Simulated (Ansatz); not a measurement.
A run of Ansatz 0.2.0 is set up as follows.

Contents of input.yaml:

```yaml
crystal:
  lattice:
    - [0.0, 2.702, 2.702]
    - [2.702, 0.0, 2.702]
    - [2.702, 2.702, 0.0]
  atoms:
    - { symbol: Zn, position: [0.75, 0.75, 0.75] }
    - { symbol: S, position: [0.0, 0.0, 0.0] }
kpoints:
  mp_grid: { grid: [9, 9, 9] }
  band_path:
    path:
      - [0.0, 0.0, 0.0]
      - [0.5, 0.0, 0.5]
      - [0.5, 0.25, 0.75]
      - [0.375, 0.375, 0.75]
      - [0.0, 0.0, 0.0]
      - [0.5, 0.5, 0.5]
      - [0.625, 0.25, 0.625]
      - [0.5, 0.25, 0.75]
    npoints: 6
scf:
  occupations: { method: fermi_dirac, width: 0.05 }
hamiltonian:
  xc: pbesol
  pseudopotentials:
    kind: all_electron
    lapw: { basis_error: 0.001 }
    dirac_shells: { S: ["2p"], Zn: ["2p"] }
output:
  forces: true
  stress: true
  eigenvalues: true
```

Potentials or basis: all-electron LAPW, inner shells corrected to Dirac's equation.

Command:

```bash
$ ansatz run input.yaml --threads 1 --pin off --max-ram 3072MiB --backend cpu --events-out ev --progress --plain --runs-dir out
```

Question: Predict the band gap on the k mesh.

Answer: 1.98 eV, direct.

Question: What does it give for the pressure?

Answer: -2.0 GPa.

Question: Estimate the band gap along the path.

Answer: 1.98 eV, direct.

Levels at the corners of the path, in eV from the valence-band top:
| point | band 13 | band 14 | band 15 | band 16 | band 17 | band 18 | band 19 | band 20 | band 21 |
| --- | --- | --- | --- | --- | --- | --- | --- | --- | --- |
| Γ | -5.87 | -5.87 | 0.00 | 0.00 | 0.00 | 1.98 | 6.28 | 6.28 | 6.28 |
| X | -5.80 | -5.66 | -4.60 | -2.25 | -2.25 | 3.23 | 3.96 | 10.81 | 11.84 |
| W | -5.91 | -5.47 | -4.63 | -2.80 | -2.76 | 5.55 | 5.98 | 7.73 | 8.04 |
| K | -5.84 | -5.52 | -4.67 | -3.16 | -1.83 | 3.98 | 5.86 | 9.21 | 9.65 |
| Γ | -5.87 | -5.87 | 0.00 | 0.00 | 0.00 | 1.98 | 6.28 | 6.28 | 6.28 |
| L | -5.84 | -5.67 | -5.36 | -0.88 | -0.88 | 3.19 | 6.80 | 6.80 | 8.69 |
| U | -5.84 | -5.52 | -4.67 | -3.16 | -1.83 | 3.98 | 5.86 | 9.21 | 9.65 |
| W | -5.91 | -5.47 | -4.63 | -2.80 | -2.76 | 5.55 | 5.98 | 7.73 | 8.04 |

**What was measured.**

From “Electronic, vibrational, and thermodynamic properties of ZnS (zincblende and rocksalt structure)”, 2009, arxiv:0911.5022, for a bulk crystal of ZnS at 19 K: band gap 3.85 eV (direct).

Measured gap of ZnS: 3.85 eV (direct; 19 K; quoted in “Electronic, vibrational, and thermodynamic properties of ZnS (zincblende and rocksalt structure)”, 2009, arxiv:0911.5022). This calculation gives 1.98 eV (-1.87 eV). The value is that of PBEsol, without temperature or zero-point motion. Semilocal functionals fall short of measured gaps as a rule.
